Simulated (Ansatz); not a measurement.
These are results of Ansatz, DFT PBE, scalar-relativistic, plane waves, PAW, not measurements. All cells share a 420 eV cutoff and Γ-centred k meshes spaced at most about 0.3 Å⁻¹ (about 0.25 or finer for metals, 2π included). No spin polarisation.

Temperature and zero-point effects are left out.

Two forms of SnH were relaxed alike.

1.

```xyz
4
Lattice="5.1895 0.0000 0.0000 -2.5948 4.4942 0.0000 0.0000 0.0000 3.1805" Properties=species:S:1:pos:R:3 pbc="T T T"
Sn    0.0000    2.9962    0.0000
Sn    2.5948    1.4981    0.0000
H     0.0000    0.0000    1.2100
H     0.0000    0.0000    1.9706
```

2.

```xyz
2
Lattice="3.0549 0.0000 0.0000 0.0000 3.0549 0.0000 0.0000 0.0000 3.9634" Properties=species:S:1:pos:R:3 pbc="T T T"
Sn    1.5275    1.5275    1.9817
H     1.5275    1.5275    0.0000
```

Question: Which is lower in energy, and by how much?

Answer: Cell 1 is lower, by 165 meV/atom. Cell 1 has space group P6/mmm (No. 191), 18.5 Å³/atom and no gap on its mesh; cell 2 has space group P4/mmm (No. 123), 18.5 Å³/atom and no gap. Counting H atoms around Sn (those within 1.25 times the shortest such distance or 1.15 times the sum of covalent radii, 1.27 where that leaves under three; a plus sign parts nearer from farther groups; the shortest distance is added where it exceeds 1.18 times the sum of covalent radii), cell 1 has Sn 6+6 from 3.2 Å and cell 2 has Sn 2. Cell 1 holds H–H pairs as short as in free H₂ molecules (shortest 0.76 Å); in cell 2 the shortest H–H distance is 3.05 Å. Even the lower one lies +0.14 eV/atom against the reference forms of the elements (uncorrected), a margin that errors in the energy of the gaseous reference can exceed. Both come from invented guesses.

With hydrogen, zero-point motion can shift such differences by 10 meV/atom or more. Cells relaxed within their symmetry can be saddle points.
